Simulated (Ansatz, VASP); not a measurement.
**One calculation of TiN, two programs**

File INCAR:

```
SYSTEM = TiN
PREC = Accurate
ENCUT = 600
EDIFF = 1E-7
ISMEAR = -1
SIGMA = 0.08
LREAL = .FALSE.
LASPH = .TRUE.
NELM = 60
ALGO = Normal
ISIF = 3
LWAVE = .FALSE.
LCHARG = .FALSE.
GGA = PE
IBRION = 2
NSW = 60
EDIFFG = -0.005
```

KPOINTS

```
Automatic mesh
0
G
  17 17 17
  0 0 0
```

Contents of POSCAR:

```
TiN
1.0
    0.0000000000      2.1544346900      2.1544346900
    2.1544346900      0.0000000000      2.1544346900
    2.1544346900      2.1544346900      0.0000000000
Ti N
1 1
Direct
    0.0000000000      0.0000000000      0.0000000000
    0.5000000000      0.5000000000      0.5000000000
```

Input for Ansatz:

```yaml
crystal:
  lattice:
    - [0.0, 2.15443469, 2.15443469]
    - [2.15443469, 0.0, 2.15443469]
    - [2.15443469, 2.15443469, 0.0]
  atoms:
    - { symbol: Ti, position: [0.0, 0.0, 0.0] }
    - { symbol: "N", position: [0.5, 0.5, 0.5] }
kpoints:
  mp_grid: { grid: [17, 17, 17] }
scf:
  occupations: { method: fermi_dirac, width: 0.08 }
hamiltonian:
  xc: pbe
  pseudopotentials: { kind: paw }
output:
  forces: true
  stress: true
relax:
  f_tol: 0.005
  max_steps: 40
  cell: {}
```

Alike in both runs: task relaxation of cell and atoms; functional PBE; k mesh 17 × 17 × 17; occupations fermi-dirac, width 0.08 eV; no spin polarisation.

|  | VASP | Ansatz |
| --- | --- | --- |
| version | VASP 6.6.1 | Ansatz 0.2.0 |
| potentials or method | VASP PAW PBE potentials, release 64 (Ti_sv, N) | PAW with Ansatz's default frozen-core files, scalar-relativistic |
| plane-wave cutoff (eV) | 600 | 420 |
| valence electrons in the cell | 17 | 17 |

```csv
,VASP,Ansatz,Ansatz less VASP
relaxed volume (Å³/atom),9.59,9.58,-0.008
relaxed cell length with the largest relative difference (Å),3.004,3.003,-0.0008
energy change over the relaxation (meV/atom),-14,-15,-0.8
```
